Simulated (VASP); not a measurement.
# HgTe (Coloradoite) (F-43m) in VASP: notebook

Aim: see how the results for HgTe (Coloradoite) move with the level of theory and the settings. Levels: PBE, PBEsol, LDA. Tasks: phonons, elastic constants.

Everything below comes from runs of VASP 6.6.1. Logs are shortened: lines on timing, memory, paths and dates and some standing lists are left out, and cuts for length are marked.

## 1. The structure

The structure is cubic, space group F-43m (No. 216). Conventional cell: a = 6.655 Å, b = 6.655 Å, c = 6.655 Å, α = 90.00°, β = 90.00°, γ = 90.00°. Hg (site symmetry -43m) has 4 Te at 2.88 Å as nearest neighbours. Te (site symmetry -43m) is surrounded by 4 Hg at 2.88 Å.

## 2. Phonons, PBE

Contents of POSCAR:

```
HgTe
1.0
    0.0000000000      3.3275992150      3.3275992150
    3.3275992150      0.0000000000      3.3275992150
    3.3275992150      3.3275992150     -0.0000000000
  Hg              Te
     1     1
Direct
     1.0000000000000000    0.0000000000000000    1.0000000000000000
     0.2500000000000000    0.2500000000000000    0.2500000000000000
```

Contents of INCAR.step1:

```
SYSTEM = HgTe
PREC = Accurate
ENCUT = 600
EDIFF = 1E-8
ISMEAR = 0
SIGMA = 0.03
LREAL = .False.
LASPH = .True.
NELM = 80
ALGO = Normal
ISIF = 3
LWAVE = .False.
LCHARG = .False.
GGA = PE
IBRION = 2
NSW = 40
EDIFFG = -0.002
```

Contents of INCAR.step2:

```
SYSTEM = HgTe
PREC = Accurate
ENCUT = 600
EDIFF = 1E-8
ISMEAR = 0
SIGMA = 0.03
LREAL = .False.
LASPH = .True.
NELM = 80
ALGO = Normal
ISIF = 2
LWAVE = .False.
LCHARG = .False.
GGA = PE
IBRION = 6
NFREE = 2
POTIM = 0.015
NSW = 1
```

Contents of KPOINTS:

```
regular mesh
0
Gamma
  10 10 10
  0 0 0
```

Potentials or basis: VASP PAW PBE potentials, release 64 (Hg, Te).

On the command line:

```sh
cat potpaw_PBE.64/Hg/POTCAR potpaw_PBE.64/Te/POTCAR > POTCAR
cp INCAR.step1 INCAR
mpirun -np 1 vasp_std > vasp.out
cp CONTCAR POSCAR
cp INCAR.step2 INCAR
mpirun -np 1 vasp_std > vasp.out
```

OUTCAR:

```text
SYSTEM = HgTe
   PREC = Accurate
   ENCUT = 600
   EDIFF = 1E-8
   ISMEAR = 0
   LREAL = .False.
   LASPH = .True.
   NELM = 80
   ISIF = 2
   GGA = PE
   IBRION = 6
   NFREE = 2
   POTIM = 0.015
   NSW = 1

 ion  position               nearest neighbor table
   1  0.000  0.000  0.000-   2 2.88   2 2.88   2 2.88   2 2.88
   2  0.250  0.250  0.250-   1 2.88   1 2.88   1 2.88   1 2.88

  LATTYP: Found a face centered cubic cell.
 ALAT       =     6.6551984300

  Lattice vectors:

 A1 = (   0.0000000000,   3.3275992150,   3.3275992150)
 A2 = (   3.3275992150,   0.0000000000,   3.3275992150)
 A3 = (   3.3275992150,   3.3275992150,   0.0000000000)

Analysis of symmetry for initial positions (statically):
=====================================================================
 Subroutine PRICEL returns:
 Original cell was already a primitive cell.

 Routine SETGRP: Setting up the symmetry group for a
 face centered cubic supercell.

 Subroutine GETGRP returns: Found 24 space group operations
 (whereof 24 operations were pure point group operations)
 out of a pool of 48 trial point group operations.

The static configuration has the point symmetry T_d .

Analysis of symmetry for dynamics (positions and initial velocities):
=====================================================================
 Subroutine PRICEL returns:
 Original cell was already a primitive cell.

 Routine SETGRP: Setting up the symmetry group for a
 face centered cubic supercell.

 Subroutine GETGRP returns: Found 24 space group operations
 (whereof 24 operations were pure point group operations)
 out of a pool of 48 trial point group operations.

The dynamic configuration has the point symmetry T_d .

 Subroutine INISYM returns: Found 24 space group operations
 (whereof 24 operations are pure point group operations),
 and found     1 'primitive' translations

----------------------------------------------------------------------------------------

                                     Primitive cell

  volume of cell :      73.6925

  direct lattice vectors                    reciprocal lattice vectors
     0.000000000  3.327599215  3.327599215    -0.150258480  0.150258480  0.150258480
     3.327599215  0.000000000  3.327599215     0.150258480 -0.150258480  0.150258480
     3.327599215  3.327599215  0.000000000     0.150258480  0.150258480 -0.150258480

  length of vectors
     4.705935940  4.705935940  4.705935940     0.260255322  0.260255322  0.260255322

  position of ions in fractional coordinates (direct lattice)
     0.000000000  0.000000000  0.000000000
     0.250000000  0.250000000  0.250000000

  ion indices of the primitive-cell ions
   primitive index   ion index
                 1           1
                 2           2

----------------------------------------------------------------------------------------

 KPOINTS: regular mesh

Automatic generation of k-mesh.
 Grid dimensions read from file:
 generate k-points for:   10   10   10

 Generating k-lattice:

  Cartesian coordinates                     Fractional coordinates (reciprocal lattice)
    -0.015025848  0.015025848  0.015025848     0.100000000  0.000000000  0.000000000
     0.015025848 -0.015025848  0.015025848     0.000000000  0.100000000  0.000000000
     0.015025848  0.015025848 -0.015025848     0.000000000  0.000000000  0.100000000

  Length of vectors
     0.026025532  0.026025532  0.026025532

  Shift w.r.t. Gamma in fractional coordinates (k-lattice)
[... 62 lines left out ...]
   PSTRESS=    0.0 pullay stress
   NELECT =      18.0000    total number of electrons
   NUPDOWN=      -1.0000    fix difference up-down
   EMIN   =  10.00;   EMAX   =-10.00  energy-range for DOS
   EFERMI =   0.00;   METHOD = LEGACY
   ISMEAR =     0;   SIGMA  =   0.03  broadening in eV -4-tet -1-fermi 0-gaus
   EFERMI_NEDOS =   21; number of points for ismear=-14 and -15
   IALGO  =     38    algorithm
   IMIX   =      4    mixing-type and parameters
     AMIX     =   0.40;   BMIX     =  1.00
     AMIX_MAG =   1.60;   BMIX_MAG =  1.00
  volume/ion in A,a.u.               =      36.85       248.65
  Fermi-wavevector in a.u.,A,eV,Ry     =   1.023351  1.933853 14.248666  1.047247
  Thomas-Fermi vector in A             =   2.157080
   LORBIT       =      0    0 simple, 1 ext, 2 COOP (PROOUT), +10 PAW based schemes
   GGA     = PE    functional components
   LHFCALC =     F    Hartree Fock is set to
   AEXX    =    0.0000 exact exchange contribution
   IVDW    =     0    specifies the selected vdW correction
   LEPSILON=     F    determine dielectric tensor
   LRPA    =     F    only Hartree local field effects (RPA)
 finite differences with symmetry
 non-spin polarized calculation
 Gauss-broadening in eV      SIGMA  =   0.03
  energy-cutoff  :      600.00
  volume of cell :       73.69
 maximum number of plane-waves:      2481
 NGX is ok and might be reduce to    40
   NGX = 19   NGY = 19   NGZ = 19

--------------------------------------- Ionic step        1  -------------------------------------------

 number of electron      18.0000002 magnetization

 Free energy of the ion-electron system (eV)
  ---------------------------------------------------
  ext. energy  EPLUGINS =         0.00000000
  ---------------------------------------------------
  free energy    TOTEN  =        -3.65149302 eV

  energy without entropy =       -3.65144674  energy(sigma->0) =       -3.65146988

------------------------ aborting loop because EDIFF is reached ----------------------------------------

  FORCE on cell =-STRESS in cart. coord.  units (eV):
  Direction    XX          YY          ZZ          XY          YZ          ZX
  --------------------------------------------------------------------------------------
  -------------------------------------------------------------------------------------
  Total       -0.0003530     -0.0003530     -0.0003530      0.0000000     -0.0000000      0.0000000
  in kB       -0.0076754     -0.0076754     -0.0076754      0.0000000     -0.0000000      0.0000000
  external PRESSURE =      -0.0076754 kB  Pullay stress =       0.0000000 kB
[... 131 lines left out ...]
--------------------------------------- Ionic step        5  -------------------------------------------

 number of electron      18.0000002 magnetization

 Free energy of the ion-electron system (eV)
  ---------------------------------------------------
  ext. energy  EPLUGINS =         0.00000000
  ---------------------------------------------------
  free energy    TOTEN  =        -3.65119095 eV

  energy without entropy =       -3.65114658  energy(sigma->0) =       -3.65116877

 E-fermi :   2.2249     XC(G=0):  -8.3488

 val. band max:        2.2227233853   @ k =   0.0000   0.0000   0.0000
 cond. band min:       2.6540272391   @ k =   0.0000   0.1000   0.0000
 fundamental gap:      0.4313038538
 Fermi energy:         2.2249140624

 k-point     1 :       0.0000    0.0000    0.0000
  band No.  band energies     occupation
      1      -9.1861      2.00000
      2      -4.6778      2.00000
      3      -4.6671      2.00000
      4      -4.6562      2.00000
      5      -4.2371      2.00000
      6      -4.2369      2.00000
      7       1.2874      2.00000
      8       2.2075      1.58906
      9       2.2159      1.32872
     10       2.2227      1.08225
     11       6.5818      0.00000
     12       6.5914      0.00000
     13       6.6022      0.00000
[... 354 lines left out ...]
  band No.  band energies     occupation
      1      -8.6875      2.00000
      2      -4.5124      2.00000
      3      -4.4631      2.00000
      4      -4.4301      2.00000
      5      -4.2001      2.00000
      6      -4.1461      2.00000
      7      -2.0338      2.00000
      8       0.5047      2.00000
      9       0.6574      2.00000
     10       4.2584      0.00000
     11       5.3647      0.00000
     12       8.6365      0.00000
     13       9.2694      0.00000

 [... further k-points ...]

------------------------ aborting loop because EDIFF is reached ----------------------------------------

  FORCE on cell =-STRESS in cart. coord.  units (eV):
  Direction    XX          YY          ZZ          XY          YZ          ZX
  --------------------------------------------------------------------------------------
  -------------------------------------------------------------------------------------
  Total        0.0003461      0.0014172      0.0014172      0.0000000      0.0525751      0.0000000
  in kB        0.0075239      0.0308125      0.0308125      0.0000000      1.1430571      0.0000000
  external PRESSURE =       0.0230496 kB  Pullay stress =       0.0000000 kB
[... 17 lines left out ...]
  FREE ENERGIE OF THE ION-ELECTRON SYSTEM (eV)
  ---------------------------------------------------
  free  energy   TOTEN  =        -3.6511909547 eV

  energy  without entropy=       -3.6511465766  energy(sigma->0) =       -3.65116877

 INTERNAL STRAIN TENSORS FROM DISPLACED ATOMS
 ============================================

 INTERNAL STRAIN TENSOR FOR ION    1 for displacements in x,y,z  (eV/Angst):
          X           Y           Z          XY          YZ          ZX
  --------------------------------------------------------------------------------
  x     0.00000     0.00000     0.00000     0.00000     3.50247     0.00000
  y     0.00000     0.00000     0.00000     0.00000     0.00000     3.50247
  z     0.00000     0.00000     0.00000     3.50247     0.00000     0.00000

 INTERNAL STRAIN TENSOR FOR ION    2 for displacements in x,y,z  (eV/Angst):
          X           Y           Z          XY          YZ          ZX
  --------------------------------------------------------------------------------
  x     0.00000     0.00000     0.00000     0.00000    -3.50463     0.00000
  y     0.00000    -0.00000     0.00000     0.00000     0.00000    -3.50463
  z     0.00000     0.00000     0.00000    -3.50463     0.00000     0.00000

 Eigenvectors and eigenvalues of the dynamical matrix
 ----------------------------------------------------

   1 f  =    2.900720 THz    18.225759 2PiTHz   96.757591 cm-1    11.996407 meV
             X         Y         Z           dx          dy          dz
      0.000000  0.000000  0.000000     0.623863    0.000000   -0.000000
      1.663800  1.663800  1.663800    -0.781534    0.000000   -0.000000
[... 21 lines left out ...]
   6 f/i=    0.001206 THz     0.007575 2PiTHz    0.040215 cm-1     0.004986 meV
             X         Y         Z           dx          dy          dz
      0.000000  0.000000  0.000000    -0.297677    0.346803   -0.633965
      1.663800  1.663800  1.663800    -0.237621    0.276837   -0.506065

 ELASTIC MODULI CONTR FROM IONIC RELAXATION (kBar)
 Direction    XX          YY          ZZ          XY          YZ          ZX
 --------------------------------------------------------------------------------
 XX          -0.0000     -0.0000     -0.0000     -0.0000     -0.0000     -0.0000
 YY          -0.0000     -0.0000     -0.0000     -0.0000     -0.0000     -0.0000
 ZZ          -0.0000     -0.0000     -0.0000     -0.0000     -0.0000     -0.0000
 XY          -0.0000     -0.0000     -0.0000    -99.3748      0.0000      0.0000
 YZ          -0.0000     -0.0000     -0.0000      0.0000    -99.3748      0.0000
 ZX          -0.0000     -0.0000     -0.0000      0.0000      0.0000    -99.3748
 --------------------------------------------------------------------------------
```

Wall time 11 min (1 thread of Intel Xeon Platinum 8375C at 2.90GHz (Ice Lake), shared host); peak memory 0.51 GiB.

Results:

```
Highest phonon frequency at Γ, LO-TO splitting left out : 97 cm⁻¹
```

Phonon frequencies in cm⁻¹ (negative: imaginary):
```tsv
q point	frequencies
(0.000, 0.000, 0.000)	0 0 0 97 97 97
```

(Part 1 of 2 ends here.)
